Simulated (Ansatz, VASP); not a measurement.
**Two plane-wave programs on HfS4**

The input INCAR:

```
SYSTEM = HfS4
PREC     = Accurate       ! precision mode
ENCUT    = 600            ! plane-wave cutoff, eV
EDIFF    = 1E-7           ! SCF threshold, eV
ISMEAR   = 0              ! smearing method
SIGMA    = 0.1            ! smearing width, eV
LREAL    = .False.        ! projectors in reciprocal space
LASPH    = .True.         ! aspherical terms in the spheres
NELM     = 100            ! most SCF steps
ALGO     = Normal         ! electronic algorithm
ISIF     = 3              ! what is computed and relaxed
LWAVE    = .False.        ! write WAVECAR
LCHARG   = .False.        ! write CHGCAR
GGA      = PE             ! functional
IBRION   = 2              ! ionic algorithm
NSW      = 100            ! ionic steps
EDIFFG   = -0.01          ! ionic threshold
```

KPOINTS

```
Automatic mesh
0
Gamma
  8 8 8
  0 0 0
```

File POSCAR:

```
HfS4
1.0
    4.6304327921      0.0000000000      0.0000000000
    0.0000000000      4.6304327921      0.0000000000
    0.0000000000      0.0000000000      4.8585957173
Hf S
1 4
Direct
    0.0000000000      0.0000000000      0.0000000000
    0.0000000000      0.5000000000      0.2623173653
    0.5000000000      0.0000000000      0.2623173653
    0.0000000000      0.5000000000      0.7376826347
    0.5000000000      0.0000000000      0.7376826347
```

Input for Ansatz:

```yaml
crystal:
  lattice:
    - [4.6304327921, 0.0, 0.0]
    - [0.0, 4.6304327921, 0.0]
    - [0.0, 0.0, 4.8585957173]
  atoms:
    - { symbol: Hf, position: [0.0, 0.0, 0.0] }
    - { symbol: S, position: [0.0, 0.5, 0.2623173653] }
    - { symbol: S, position: [0.5, 0.0, 0.2623173653] }
    - { symbol: S, position: [0.0, 0.5, 0.7376826347] }
    - { symbol: S, position: [0.5, 0.0, 0.7376826347] }
basis:
  ecutwfc: 420
kpoints:
  mp_grid: { grid: [8, 8, 8] }
hamiltonian:
  xc: pbe
scf:
  occupations: { method: gaussian, width: 0.1 }
output:
  forces: true
  stress: true
  eigenvalues: true
  write_density: true
  write_potential: true
  elf: true
  volumetric_format: npy
relax:
  adjacent_minimum: "off"
  f_tol: 0.01
  max_steps: 80
  cell: { stress_tol: 0.05 }
```

Alike in both runs: task relaxation of cell and atoms; functional PBE; k mesh 8 × 8 × 8; occupations gaussian, width 0.1 eV; no spin polarisation.

```csv
,VASP,Ansatz
version,VASP 6.6.1,Ansatz 0.2.0
potentials or method,"VASP PAW PBE potentials, release 64 (Hf_pv, S)","scalar-relativistic, plane waves, PAW"
plane-wave cutoff (eV),600,420
valence electrons in the cell,34,50
```

|  | VASP | Ansatz | Ansatz less VASP |
| --- | --- | --- | --- |
| gap on the k mesh at the Fermi level, each at its own relaxed structure (eV) | none | none | - |
| relaxed volume (Å³/atom) | 20.51 | 20.63 | +0.117 |
| relaxed cell length with the largest relative difference (Å) | 4.601 | 4.610 | +0.0089 |
| energy change over the relaxation (meV/atom) | -6 | -6 | +0.6 |

A gap of «none» marks a metal or a gap that the smearing closes. The two sets of potentials don't hold the same shells in valence.

The runs have no spin-orbit coupling, so splittings on Hf are missing.
